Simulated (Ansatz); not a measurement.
# Every step of a relaxation of diamond C (110), 3 layers

DFT, LDA, PAW with Ansatz's default frozen-core files, scalar-relativistic (Ansatz 0.2.0); a Γ-centred 10×7×1 k mesh, Fermi–Dirac smearing of 0.02 eV, no spin polarisation. The run relaxes the atoms in the fixed cell.

Command: `ansatz run input.yaml --threads 2 --pin off --max-ram 4096MiB --backend cpu --events-out ev --progress --plain --runs-dir out` It took 20 s on 2 threads of Intel(R) Xeon(R) Platinum 8488C (Sapphire Rapids), on a shared host, peak memory 0.41 GiB.

```yaml
crystal:
  lattice:
    - [2.4973237396, 0.0, 0.0]
    - [0.0, 3.5317491022, 0.0]
    - [0.0, 0.0, 18.4973]
  atoms:
    - { symbol: C, position: [0.75, 0.125, 0.4324949117] }
    - { symbol: C, position: [0.25, 0.875, 0.4324949117] }
    - { symbol: C, position: [0.25, 0.625, 0.5] }
    - { symbol: C, position: [0.75, 0.375, 0.5] }
    - { symbol: C, position: [0.75, 0.125, 0.5675050883] }
    - { symbol: C, position: [0.25, 0.875, 0.5675050883] }
kpoints:
  mp_grid: { grid: [10, 7, 1] }
scf:
  occupations: { method: fermi_dirac, width: 0.02 }
hamiltonian:
  xc: lda
  pseudopotentials: { kind: paw }
output:
  forces: true
  stress: true
  eigenvalues: true
relax:
  f_tol: 0.01
  max_steps: 40
efield:
  axis: 3
  amplitude: 0
  dipole_correction: true
```

Each step lists its free energy a cell above the last geometry, and Cartesian positions (Å) with forces (eV/Å).

The first step:

```
step 1  dF = 1236.82 meV
  C 1.8730 0.4415 8.0000   0.0000 -4.6013 0.9712
  C 0.6243 3.0903 8.0000   0.0000 4.6013 0.9712
  C 0.6243 2.2073 9.2486   0.0000 -1.1968 0.0000
  C 1.8730 1.3244 9.2486   0.0000 1.1968 0.0000
  C 1.8730 0.4415 10.4973   0.0000 -4.6013 -0.9712
  C 0.6243 3.0903 10.4973   0.0000 4.6013 -0.9712
```

The PAW files were made under PBE. Real surfaces of this kind reconstruct, which a 1×1 cell forbids.

**Question.** Where does the relaxation end, and by which steps?

**Answer.** After 6 geometries, with a shortest distance of 1.428 Å. The further steps:
```
step 2  dF = 259.67 meV
  C 1.8730 0.3841 8.0678   0.0000 -2.0228 0.2954
  C 0.6243 3.1477 8.0678   0.0000 2.0228 0.2954
  C 0.6243 2.1909 9.2486   0.0000 -1.2992 0.0000
  C 1.8730 1.3408 9.2486   0.0000 1.2992 0.0000
  C 1.8730 0.3841 10.4295   0.0000 -2.0228 -0.2954
  C 0.6243 3.1477 10.4295   0.0000 2.0228 -0.2954
step 3  dF = 11.47 meV
  C 1.8730 0.3450 8.1108   0.0000 0.1204 0.2350
  C 0.6243 3.1867 8.1108   0.0000 -0.1204 0.2350
  C 0.6243 2.1582 9.2486   0.0000 -0.0171 0.0000
  C 1.8730 1.3735 9.2486   0.0000 0.0171 0.0000
  C 1.8730 0.3450 10.3865   0.0000 0.1204 -0.2350
  C 0.6243 3.1867 10.3865   0.0000 -0.1204 -0.2350
step 4  dF = 2.70 meV
  C 1.8730 0.3447 8.1397   0.0000 0.0206 -0.1493
  C 0.6243 3.1870 8.1397   0.0000 -0.0206 -0.1493
  C 0.6243 2.1536 9.2486   0.0000 -0.1141 0.0000
  C 1.8730 1.3781 9.2486   0.0000 0.1141 0.0000
  C 1.8730 0.3447 10.3576   0.0000 0.0206 0.1493
  C 0.6243 3.1870 10.3576   0.0000 -0.0206 0.1493
step 5  dF = 0.12 meV
  C 1.8730 0.3459 8.1289   0.0000 0.0122 0.0316
  C 0.6243 3.1858 8.1289   0.0000 -0.0122 0.0316
  C 0.6243 2.1537 9.2486   0.0000 0.0407 0.0000
  C 1.8730 1.3780 9.2486   0.0000 -0.0407 0.0000
  C 1.8730 0.3459 10.3684   0.0000 0.0122 -0.0316
  C 0.6243 3.1858 10.3684   0.0000 -0.0122 -0.0316
step 6  dF = 0.00 meV
  C 1.8730 0.3460 8.1308   0.0000 -0.0015 -0.0023
  C 0.6243 3.1858 8.1308   0.0000 0.0015 -0.0023
  C 0.6243 2.1540 9.2486   0.0000 -0.0025 0.0000
  C 1.8730 1.3778 9.2486   0.0000 0.0025 0.0000
  C 1.8730 0.3460 10.3665   0.0000 -0.0015 0.0023
  C 0.6243 3.1858 10.3665   0.0000 0.0015 0.0023
step 7  dF = 0.00 meV  (same geometry, solved once more)
  C 1.8730 0.3460 8.1308   0.0000 -0.0015 -0.0023
  C 0.6243 3.1858 8.1308   0.0000 0.0015 -0.0023
  C 0.6243 2.1540 9.2486   0.0000 -0.0027 0.0000
  C 1.8730 1.3778 9.2486   0.0000 0.0027 0.0000
  C 1.8730 0.3460 10.3665   0.0000 -0.0015 0.0023
  C 0.6243 3.1858 10.3665   0.0000 0.0015 0.0023
```
